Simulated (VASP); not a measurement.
# La (P6_3/mmc) in VASP: further runs

One crystal, La, is run at these levels: LDA; tasks: single point.

Everything below comes from runs of VASP 6.6.1. Logs are shortened: lines on timing, memory, paths and dates and some standing lists are left out, and cuts for length are marked.

**1. The crystal as given**

It takes space group P6_3/mmc (No. 194, hexagonal). Conventional cell: a = 3.750 Å, b = 3.750 Å, c = 6.070 Å, α = 90.00°, β = 90.00°, γ = 120.00°. La (site symmetry -6m2) is surrounded by 12 La at 3.73 to 3.75 Å.

This isn't the form of La at room conditions, which is double hcp.

**2. Single point, LDA**

INCAR

```
SYSTEM = La
PREC = Accurate ; ENCUT = 400
EDIFF = 1E-6 ; ISMEAR = -1
SIGMA = 0.2 ; LREAL = .FALSE.
LASPH = .TRUE. ; NELM = 100
ALGO = Normal ; ISIF = 2
LWAVE = .FALSE. ; LCHARG = .FALSE.
GGA = CA ; ADDGRID = .FALSE.
```

KPOINTS

```
Automatic mesh
0
G
  13 13 7
  0 0 0
```

POSCAR

```
La
1.0
    3.7500000000      0.0000000000      0.0000000000
   -1.8750000000      3.2475952642      0.0000000000
    0.0000000000      0.0000000000      6.0700000000
La
2
Direct
    0.6527560000      0.3219160000      0.7382770000
    0.3157440000      0.6620370000      0.2676620000
```

Potentials or basis: VASP PAW LDA potentials, release 64 (La).

Launch:

```
cat potpaw_LDA.64/La/POTCAR > POTCAR
mpirun -np 1 vasp_std > vasp.out
```

OUTCAR:

```text
SYSTEM = La
   PREC = Accurate
   ENCUT = 400
   EDIFF = 1E-6
   ISMEAR = -1
   LREAL = .FALSE.
   LASPH = .TRUE.
   NELM = 100
   ISIF = 2
   GGA = CA

 Found    592 irreducible k-points:

 Following reciprocal coordinates:
            Coordinates               Weight
  0.000000  0.000000  0.000000      1.000000
  0.076923 -0.000000  0.000000      2.000000
  0.000000  0.076923  0.000000      2.000000
 -0.076923  0.076923  0.000000      2.000000
  0.153846 -0.000000  0.000000      2.000000
  0.000000  0.153846  0.000000      2.000000
   k-points           NKPTS =    592   k-points in BZ     NKDIM =    592   number of bands    NBANDS=     15
   number of dos      NEDOS =    301   number of ions     NIONS =      2
   total plane-waves  NPLWV =  23040
   dimension x,y,z NGX =    24 NGY =   24 NGZ =   40
   dimension x,y,z NGXF=    48 NGYF=   48 NGZF=   80
   ions per type =               2
   NGX,Y,Z   is equivalent  to a cutoff of  10.64, 10.64, 10.96 a.u.
   NGXF,Y,Z  is equivalent  to a cutoff of  21.28, 21.28, 21.91 a.u.
 SYSTEM =  La
   PREC   = accura    normal or accurate (medium, high low for compatibility)
   ISTART =      0    job   : 0-new  1-cont  2-samecut
   ICHARG =      2    charge: 1-file 2-atom 10-const
   ISPIN  =      1    spin polarized calculation?
   LNONCOLLINEAR =      F non collinear calculations
   LSORBIT =      F    spin-orbit coupling
   LASPH  =      T    aspherical Exc in radial PAW
   ENCUT  =  400.0 eV  29.40 Ry    5.42 a.u.   6.12  6.12  9.90*2*pi/ulx,y,z
   NELM   =    100;   NELMIN=  2; NELMDL= -5     # of ELM steps
   EDIFF  = 0.1E-05   stopping-criterion for ELM
   LREAL  =      F    real-space projection
   EDIFFG = 0.1E-04   stopping-criterion for IOM
   NSW    =      0    number of steps for IOM
   IBRION =     -1    ionic relax: 0-MD 1-quasi-New 2-CG
   NFREE  =      0    steps in history (QN), initial steepest desc. (CG)
   ISIF   =      2    stress and relaxation
   ISYM   =      2    0-nonsym 1-usesym 2-fastsym
   POTIM  = 0.5000    time-step for ionic-motion
   TEBEG  =    0.0;   TEEND  =   0.0 temperature during run
   PSTRESS=    0.0 pullay stress
   NELECT =      22.0000    total number of electrons
   NUPDOWN=      -1.0000    fix difference up-down
   EMIN   =  10.00;   EMAX   =-10.00  energy-range for DOS
   EFERMI =   0.00;   METHOD = LEGACY
   ISMEAR =    -1;   SIGMA  =   0.20  broadening in eV -4-tet -1-fermi 0-gaus
   EFERMI_NEDOS =   21; number of points for ismear=-14 and -15
   IALGO  =     38    algorithm
   IMIX   =      4    mixing-type and parameters
     AMIX     =   0.40;   BMIX     =  1.00
     AMIX_MAG =   1.60;   BMIX_MAG =  1.00
  volume/ion in A,a.u.               =      36.96       249.43
  Fermi-wavevector in a.u.,A,eV,Ry     =   1.093004  2.065478 16.254307  1.194658
  Thomas-Fermi vector in A             =   2.229281
   LORBIT       =      0    0 simple, 1 ext, 2 COOP (PROOUT), +10 PAW based schemes
   GGA     = CA    functional components
   LHFCALC =     F    Hartree Fock is set to
   AEXX    =    0.0000 exact exchange contribution
   IVDW    =     0    specifies the selected vdW correction
   LEPSILON=     F    determine dielectric tensor
   LRPA    =     F    only Hartree local field effects (RPA)
 non-spin polarized calculation
  energy-cutoff  :      400.00
  volume of cell :       73.92
 maximum number of plane-waves:      1358
   NGX = 13   NGY = 13   NGZ = 19

 number of electron      21.9999999 magnetization

 Free energy of the ion-electron system (eV)
  ---------------------------------------------------
  ext. energy  EPLUGINS =         0.00000000
  ---------------------------------------------------
  free energy    TOTEN  =       -11.21932354 eV

  energy without entropy =      -10.75042885  energy(sigma->0) =      -10.98487619

 E-fermi :   7.6907     XC(G=0):  -9.7728

 val. band max:        7.6904852278   @ k =   0.1538  -0.3077   0.1429
 cond. band min:       7.6936513068   @ k =  -0.4615   0.0769  -0.4286
 fundamental gap:      0.0031660789
 Fermi energy:         7.6907463276

 k-point     1 :       0.0000    0.0000    0.0000
  band No.  band energies     occupation
      1     -25.0148      2.00000
      2     -24.7847      2.00000
      3      -9.4488      2.00000
      4      -8.2036      2.00000
      5      -8.1882      2.00000
      6      -7.9911      2.00000
      7      -7.9799      2.00000
      8      -7.9514      2.00000
      9       4.5197      2.00000
     10       5.9115      1.99973
     11       8.6960      0.01304
     12       8.9426      0.00382
     13       8.9549      0.00359
     14       9.1028      0.00172
     15       9.1920      0.00110

 k-point     2 :       0.0769   -0.0000    0.0000
  band No.  band energies     occupation
      1     -25.0046      2.00000
      2     -24.7802      2.00000
      3      -9.4236      2.00000
      4      -8.2713      2.00000
      5      -8.2141      2.00000
      6      -8.0532      2.00000
      7      -7.9949      2.00000
      8      -7.9579      2.00000
      9       4.6802      2.00000
     10       6.0601      1.99942
     11       8.3671      0.06575
     12       8.9022      0.00467
     13       9.0040      0.00281
     14       9.1035      0.00171
     15       9.1512      0.00135

 k-point     3 :       0.0000    0.0769    0.0000
  band No.  band energies     occupation
      1     -25.0046      2.00000
      2     -24.7802      2.00000
      3      -9.4235      2.00000
      4      -8.2730      2.00000
      5      -8.2124      2.00000
      6      -8.0517      2.00000
      7      -7.9964      2.00000
      8      -7.9580      2.00000
      9       4.6803      2.00000
     10       6.0607      1.99942
     11       8.3653      0.06632
     12       8.9031      0.00465
     13       9.0055      0.00279
     14       9.1046      0.00170
     15       9.1539      0.00133

 k-point     4 :      -0.0769    0.0769    0.0000
  band No.  band energies     occupation
      1     -25.0048      2.00000
      2     -24.7801      2.00000
      3      -9.4241      2.00000
      4      -8.2609      2.00000
      5      -8.2245      2.00000
      6      -8.0590      2.00000
      7      -7.9885      2.00000
      8      -7.9575      2.00000
      9       4.6801      2.00000
     10       6.0573      1.99943
     11       8.3749      0.06329
     12       8.8967      0.00480
     13       8.9983      0.00289
     14       9.0999      0.00174
     15       9.1631      0.00127

 k-point     5 :       0.1538   -0.0000    0.0000
  band No.  band energies     occupation
      1     -24.9758      2.00000
      2     -24.7683      2.00000
      3      -9.3511      2.00000
      4      -8.4600      2.00000
      5      -8.2723      2.00000
      6      -8.2364      2.00000
      7      -8.0191      2.00000
      8      -7.9855      2.00000
      9       5.1173      1.99999
     10       6.4266      1.99641
     11       7.9480      0.43300
     12       8.5493      0.02697
     13       8.7608      0.00945
     14       9.0328      0.00243
     15       9.1301      0.00150

 k-point     6 :       0.0000    0.1538    0.0000
  band No.  band energies     occupation
      1     -24.9757      2.00000
      2     -24.7684      2.00000
      3      -9.3506      2.00000
      4      -8.4615      2.00000
      5      -8.2707      2.00000
      6      -8.2356      2.00000
      7      -8.0202      2.00000
      8      -7.9861      2.00000
      9       5.1175      1.99999
     10       6.4293      1.99636
     11       7.9449      0.43832
     12       8.5539      0.02636
     13       8.7645      0.00928
     14       9.0308      0.00246
     15       9.1176      0.00159

 [... further k-points ...]

------------------------ aborting loop because EDIFF is reached ----------------------------------------

  FORCE on cell =-STRESS in cart. coord.  units (eV):
  Direction    XX          YY          ZZ          XY          YZ          ZX
  --------------------------------------------------------------------------------------
  -------------------------------------------------------------------------------------
  Total       -1.2317408     -1.2082105     -1.0584113      0.0140044      0.0051500     -0.0062263
  in kB      -26.6961140    -26.1861307    -22.9394597      0.3035231      0.1116191     -0.1349451
  external PRESSURE =     -25.2739015 kB  Pullay stress =       0.0000000 kB

 VOLUME and BASIS-vectors are now :
 -----------------------------------------------------------------------------
  energy-cutoff  :      400.00
  volume of cell :       73.92
      direct lattice vectors                 reciprocal lattice vectors
     3.750000000  0.000000000  0.000000000     0.266666667  0.153960072  0.000000000
    -1.875000000  3.247595264  0.000000000     0.000000000  0.307920144  0.000000000
     0.000000000  0.000000000  6.070000000     0.000000000  0.000000000  0.164744646

 POSITION                                       TOTAL-FORCE (eV/Angst)
 -----------------------------------------------------------------------------------
      1.84424      1.04545      4.48134        -0.007140      0.005662      0.259400
     -0.05728      2.15003      1.62471         0.007140     -0.005662     -0.259400
 -----------------------------------------------------------------------------------
    total drift:                               -0.000016     -0.000000     -0.000013

  FREE ENERGIE OF THE ION-ELECTRON SYSTEM (eV)
  ---------------------------------------------------
  free  energy   TOTEN  =       -11.2193235385 eV

  energy  without entropy=      -10.7504288512  energy(sigma->0) =      -10.98487619
```

It took 4.2 min on 1 thread of AMD EPYC 9R45 (Zen 5), shared host; peak memory 0.52 GiB.

The run converged, but some of its settings lie outside the range that counts as converged, so its numbers aren't taken as properties of the crystal.

What came out:

- Free energy: -11.2193 eV
- Pressure: -2.5 GPa
- Largest force: 0.260 eV/Å
- Band gap on the k mesh: none (metal or under the smearing width)

**3. Single point, LDA**

Edit INCAR of step 2 so:

```diff
@@ -3,3 +3,3 @@
 EDIFF = 1E-6 ; ISMEAR = -1
-SIGMA = 0.2 ; LREAL = .FALSE.
+SIGMA = 0.05 ; LREAL = .FALSE.
 LASPH = .TRUE. ; NELM = 100
```

KPOINTS is that of step 2.

POSCAR

```
La
1.0
    3.7500000000      0.0000000000      0.0000000000
   -1.8750000000      3.2475952642      0.0000000000
    0.0000000000      0.0000000000      6.0700000000
La
2
Direct
    0.6666666667      0.3333333333      0.7500000000
    0.3333333333      0.6666666667      0.2500000000
```

Potentials or basis: VASP PAW LDA potentials, release 64 (La).

Launch:

```
cat potpaw_LDA.64/La/POTCAR > POTCAR
mpirun -np 1 vasp_std > vasp.out
```

OUTCAR:

```text
SYSTEM = La
   PREC = Accurate
   ENCUT = 400
   EDIFF = 1E-6
   ISMEAR = -1
   LREAL = .FALSE.
   LASPH = .TRUE.
   NELM = 100
   ISIF = 2
   GGA = CA

 Found     84 irreducible k-points:

 Following reciprocal coordinates:
            Coordinates               Weight
  0.000000  0.000000  0.000000      1.000000
  0.076923 -0.000000  0.000000      6.000000
  0.153846 -0.000000  0.000000      6.000000
  0.230769 -0.000000  0.000000      6.000000
  0.307692 -0.000000  0.000000      6.000000
  0.384615 -0.000000  0.000000      6.000000
   k-points           NKPTS =     84   k-points in BZ     NKDIM =     84   number of bands    NBANDS=     15
   number of dos      NEDOS =    301   number of ions     NIONS =      2
   total plane-waves  NPLWV =  23040
   dimension x,y,z NGX =    24 NGY =   24 NGZ =   40
   dimension x,y,z NGXF=    48 NGYF=   48 NGZF=   80
   ions per type =               2
   NGX,Y,Z   is equivalent  to a cutoff of  10.64, 10.64, 10.96 a.u.
   NGXF,Y,Z  is equivalent  to a cutoff of  21.28, 21.28, 21.91 a.u.
 SYSTEM =  La
   PREC   = accura    normal or accurate (medium, high low for compatibility)
   ISTART =      0    job   : 0-new  1-cont  2-samecut
   ICHARG =      2    charge: 1-file 2-atom 10-const
   ISPIN  =      1    spin polarized calculation?
   LNONCOLLINEAR =      F non collinear calculations
   LSORBIT =      F    spin-orbit coupling
   LASPH  =      T    aspherical Exc in radial PAW
   ENCUT  =  400.0 eV  29.40 Ry    5.42 a.u.   6.12  6.12  9.90*2*pi/ulx,y,z
   NELM   =    100;   NELMIN=  2; NELMDL= -5     # of ELM steps
   EDIFF  = 0.1E-05   stopping-criterion for ELM
   LREAL  =      F    real-space projection
   EDIFFG = 0.1E-04   stopping-criterion for IOM
   NSW    =      0    number of steps for IOM
   IBRION =     -1    ionic relax: 0-MD 1-quasi-New 2-CG
   NFREE  =      0    steps in history (QN), initial steepest desc. (CG)
   ISIF   =      2    stress and relaxation
   ISYM   =      2    0-nonsym 1-usesym 2-fastsym
   POTIM  = 0.5000    time-step for ionic-motion
   TEBEG  =    0.0;   TEEND  =   0.0 temperature during run
   PSTRESS=    0.0 pullay stress
   NELECT =      22.0000    total number of electrons
   NUPDOWN=      -1.0000    fix difference up-down
   EMIN   =  10.00;   EMAX   =-10.00  energy-range for DOS
   EFERMI =   0.00;   METHOD = LEGACY
   ISMEAR =    -1;   SIGMA  =   0.05  broadening in eV -4-tet -1-fermi 0-gaus
   EFERMI_NEDOS =   21; number of points for ismear=-14 and -15
[... 18 lines left out ...]
   NGX = 13   NGY = 13   NGZ = 19

 number of electron      22.0000001 magnetization

 Free energy of the ion-electron system (eV)
  ---------------------------------------------------
  ext. energy  EPLUGINS =         0.00000000
  ---------------------------------------------------
  free energy    TOTEN  =       -11.01451219 eV

  energy without entropy =      -10.98482230  energy(sigma->0) =      -10.99966724

 E-fermi :   7.6864     XC(G=0):  -9.7837

 val. band max:        7.6819988767   @ k =   0.3846  -0.0000   0.2857
 cond. band min:       7.6882047608   @ k =   0.1538  -0.0000   0.4286
 fundamental gap:      0.0062058841
 Fermi energy:         7.6864079743

 k-point     1 :       0.0000    0.0000    0.0000
  band No.  band energies     occupation
      1     -25.0459      2.00000
      2     -24.8367      2.00000
      3      -9.4473      2.00000
      4      -8.2193      2.00000
      5      -8.2193      2.00000
      6      -8.0284      2.00000
      7      -8.0284      2.00000
      8      -7.9966      2.00000
      9       4.5034      2.00000
     10       5.9277      2.00000
     11       8.6923      0.00000
     12       8.9871      0.00000
     13       8.9897      0.00000
     14       9.0664      0.00000
[... 77 lines left out ...]
      2     -24.7784      2.00000
      3      -9.1868      2.00000
      4      -8.9565      2.00000
      5      -8.9458      2.00000
      6      -8.5043      2.00000
      7      -8.2642      2.00000
      8      -8.1794      2.00000
      9       6.2133      2.00000
     10       6.5004      2.00000
     11       6.8296      2.00000
     12       8.5568      0.00000
     13       8.8316      0.00000
     14       8.9671      0.00000
     15       9.1607      0.00000

 [... further k-points ...]

------------------------ aborting loop because EDIFF is reached ----------------------------------------

  FORCE on cell =-STRESS in cart. coord.  units (eV):
  Direction    XX          YY          ZZ          XY          YZ          ZX
  --------------------------------------------------------------------------------------
  -------------------------------------------------------------------------------------
  Total       -1.4294816     -1.4294816     -1.3962905      0.0000000      0.0000000      0.0000000
  in kB      -30.9818458    -30.9818458    -30.2624798      0.0000000      0.0000000      0.0000000
  external PRESSURE =     -30.7420572 kB  Pullay stress =       0.0000000 kB

 VOLUME and BASIS-vectors are now :
 -----------------------------------------------------------------------------
  energy-cutoff  :      400.00
  volume of cell :       73.92
      direct lattice vectors                 reciprocal lattice vectors
     3.750000000  0.000000000  0.000000000     0.266666667  0.153960072  0.000000000
    -1.875000000  3.247595264  0.000000000     0.000000000  0.307920144  0.000000000
     0.000000000  0.000000000  6.070000000     0.000000000  0.000000000  0.164744646

 POSITION                                       TOTAL-FORCE (eV/Angst)
 -----------------------------------------------------------------------------------
      1.87500      1.08253      4.55250         0.000000     -0.000000      0.000000
     -0.00000      2.16506      1.51750        -0.000000      0.000000      0.000000
 -----------------------------------------------------------------------------------
    total drift:                                0.000000     -0.000000      0.000000

  FREE ENERGIE OF THE ION-ELECTRON SYSTEM (eV)
  ---------------------------------------------------
  free  energy   TOTEN  =       -11.0145121937 eV

  energy  without entropy=      -10.9848222958  energy(sigma->0) =      -10.99966724
```

stdout:

```text
POSCAR found type information on POSCAR La
 POSCAR found :  1 types and       2 ions
 scaLAPACK will be used
 LDA part: xc-table for (Slater(with rela. corr.)+CA(PZ))
 , standard interpolation
 POSCAR, INCAR and KPOINTS ok, starting setup
 FFT: planning ... GRIDC
 FFT: planning ... GRID_SOFT
 FFT: planning ... GRID
 WAVECAR not read
 entering main loop
```

It took 30 s on 1 thread of AMD EPYC 9R45 (Zen 5), shared host; peak memory 0.16 GiB.

The run converged, but some of its settings lie outside the range that counts as converged, so its numbers aren't taken as properties of the crystal.

What came out:

| Quantity | Value |
| --- | --- |
| Free energy | -11.0145 eV |
| Pressure | -3.1 GPa |
| Band gap on the k mesh | none (metal or under the smearing width) |

**4. Single point, LDA**

INCAR is that of step 3.

KPOINTS is that of step 3.

POSCAR

```
La
1.0
    3.7500000000      0.0000000000      0.0000000000
   -1.8750000000      3.2475952642      0.0000000000
    0.0000000000      0.0000000000      6.0700000000
La
2
Direct
    0.6527560000      0.3219160000      0.7382770000
    0.3157440000      0.6620370000      0.2676620000
```

Launch:

```
cat potpaw_LDA.64/La/POTCAR > POTCAR
mpirun -np 1 vasp_std > vasp.out
```

It took 3.2 min on 1 thread of AMD EPYC 9R45 (Zen 5), shared host; peak memory 0.52 GiB.

The run converged, but some of its settings lie outside the range that counts as converged, so its numbers aren't taken as properties of the crystal.

What came out:

- Free energy: -10.9950 eV
- Pressure: -2.9 GPa
- Largest force: 0.230 eV/Å
- Band gap on the k mesh: none (metal or under the smearing width)

**5. Single point, LDA**

Edit INCAR of step 4 so:

```diff
@@ -3,3 +3,3 @@
 EDIFF = 1E-6 ; ISMEAR = -1
-SIGMA = 0.05 ; LREAL = .FALSE.
+SIGMA = 0.02 ; LREAL = .FALSE.
 LASPH = .TRUE. ; NELM = 100
```

KPOINTS is that of step 4.

POSCAR

```
La
1.0
    3.7500000000      0.0000000000      0.0000000000
   -1.8750000000      3.2475952642      0.0000000000
    0.0000000000      0.0000000000      6.0700000000
La
2
Direct
    0.6666666667      0.3333333333      0.7500000000
    0.3333333333      0.6666666667      0.2500000000
```

Launch:

```
cat potpaw_LDA.64/La/POTCAR > POTCAR
mpirun -np 1 vasp_std > vasp.out
```

Wall time 29 s (1 thread of AMD EPYC 9R45 (Zen 5), shared host); peak memory 0.17 GiB.

These settings aren't checked as converged: the numbers below hold their error.

What came out:

| Property | Result |
| --- | --- |
| Free energy | -11.0022 eV |
| Pressure | -3.1 GPa |
| Band gap on the k mesh | none (metal or under the smearing width) |
